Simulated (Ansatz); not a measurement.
Pressure against volume: BeSe

```
CELL_PARAMETERS angstrom
0.00000 2.53500 2.53500
2.53500 0.00000 2.53500
2.53500 2.53500 0.00000
ATOMIC_POSITIONS crystal
Be 0.00000 0.00000 0.00000
Se 0.75000 0.75000 0.75000
```

Conventional cell: a = 5.070 Å, b = 5.070 Å, c = 5.070 Å, α = 90.00°, β = 90.00°, γ = 90.00°. Be (atom 1) has 4 Se at 2.20 Å as nearest neighbours. Se (atom 2) has 4 Be at 2.20 Å as nearest neighbours.

The cell is COD entry 9008837, as deposited and not checked against the literature; nothing was relaxed. It differs from other determinations.

Methods: DFT, PBEsol, all-electron LAPW, scalar-relativistic (Ansatz 0.2.0); DFT, PBEsol, PAW with Ansatz's default frozen-core files, scalar-relativistic (Ansatz 0.2.0).

For LAPW: a Γ-centred 10×10×10 k mesh, Fermi–Dirac smearing of 0.03 eV, basis error target 0.5 meV/atom, no spin polarisation. PAW takes a cutoff of 420 eV at this cell (files made with PBE, cores remade for this functional). The Ansatz runs share mesh, smearing and spin set-up. Plane-wave (PAW) pressures include the program's estimate of the Pulay term.

The cell above is scaled evenly, with fractional coordinates and shape held.

```csv
V/V(cell),V (Å³/atom),"P, LAPW (GPa)","P, PAW (GPa)","gap on the k mesh, LAPW (eV)"
0.9400,15.313,9.22,9.25,2.23
0.9405,15.321,9.16,9.19,2.24
0.9600,15.639,6.92,6.94,2.29
0.9800,15.965,4.82,4.85,2.34
0.9900,16.128,3.85,3.87,2.36
1.0000,16.290,2.92,2.94,2.39
1.0100,16.453,2.04,2.06,2.41
1.0200,16.616,1.20,1.21,2.43
1.0400,16.942,-0.38,-0.36,2.48
1.0600,17.268,-1.81,-1.80,2.52
```

Q: What do Birch–Murnaghan fits to the pressures give?

A: LAPW: V0 = 16.86 Å³/atom, B0 = 79 GPa, B0′ = 3.9; PAW: V0 = 16.86 Å³/atom, B0 = 80 GPa, B0′ = 3.9.

PAW's V0 lies 0.02 % from the all-electron value and its B0 0.1 %. Symmetry fixes shape and coordinates here, so this is the relaxed modulus.
